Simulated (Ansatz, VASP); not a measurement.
# Zr: VASP beside Ansatz

```xyz
3
Lattice="4.7285 0.0000 0.0000 -2.3643 4.0950 0.0000 0.0000 0.0000 2.9476" Properties=species:S:1:pos:R:3 pbc="T T T"
Zr    0.0000    0.0000    0.0000
Zr    0.0000    2.7300    1.4738
Zr    2.3643    1.3650    1.4738
```

Alike in both runs: functional PBE; k mesh 8 × 8 × 11; occupations fermi-dirac, width 0.08 eV; no spin polarisation.

Ansatz relaxed the structure, and its values are those at the end. VASP's run is a single point on that final structure, the one shown.

```csv
,VASP,Ansatz
version,VASP 6.6.1,Ansatz 0.2.0
potentials or method,"VASP PAW PBE potentials, release 64 (Zr_sv), cutoff 520 eV","all-electron LAPW, scalar-relativistic"
```

|  | VASP | Ansatz | Ansatz less VASP |
| --- | --- | --- | --- |
| pressure (GPa) | 26.0 | 26.0 | -0.03 |

Ansatz ran all-electron here, so the differences hold the error of VASP's frozen core and of both bases.

Caveats: so large a pressure means that the cell lies far from this level's equilibrium, or that cutoff or potentials fall short (VASP).
